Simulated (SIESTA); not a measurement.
The system is ZnO (zincite).

```
Zn O
1.0
     3.24931    0.00000    0.00000
    -1.62465    2.81398    0.00000
     0.00000    0.00000    5.20571
Zn O
2 2
Cartesian
  1.6247 0.9380 0.0000
  0.0000 1.8760 2.6029
  0.0000 1.8760 4.5759
  1.6247 0.9380 1.9730
```

Base run:

| Property | Result |
| --- | --- |
| Program | SIESTA 5.4.2 |
| Functional | BLYP |
| Potentials or basis | PseudoDojo 0.4 standard (PBE files) |
| Basis | DZP (energy shift 0.002 Ry) |
| Grid cutoff | 800 Ry |
| Energy shift | 0.002 Ry |
| k mesh | 9 × 9 × 5 |
| Occupations | fermi-dirac, width 0.05 eV |
| Spin | no spin polarisation |

Its results: band gap on the k mesh 1.32 eV, direct; pressure 11.1 GPa; largest force 0.132 eV/Å.

Q: The run is repeated on the same cell with these changes: functional from BLYP to AM05; potentials or basis from PseudoDojo 0.4 standard (PBE files) to PseudoDojo 0.4 standard (PBEsol files). What comes out?

A: Band gap on the k mesh 1.13 eV, direct; pressure 0.8 GPa; largest force 0.118 eV/Å.

Caveats: semicore shells carry a single zeta, which can move pressures by several GPa and volumes by a few percent; the valence orbitals were made in a potential fitted to the semicore shell under them, which widens gaps by tenths of an eV or more; the potentials were made for another functional, which shifts forces and pressure; the basis of atomic orbitals isn't converged, which shifts pressures, moduli and gaps.
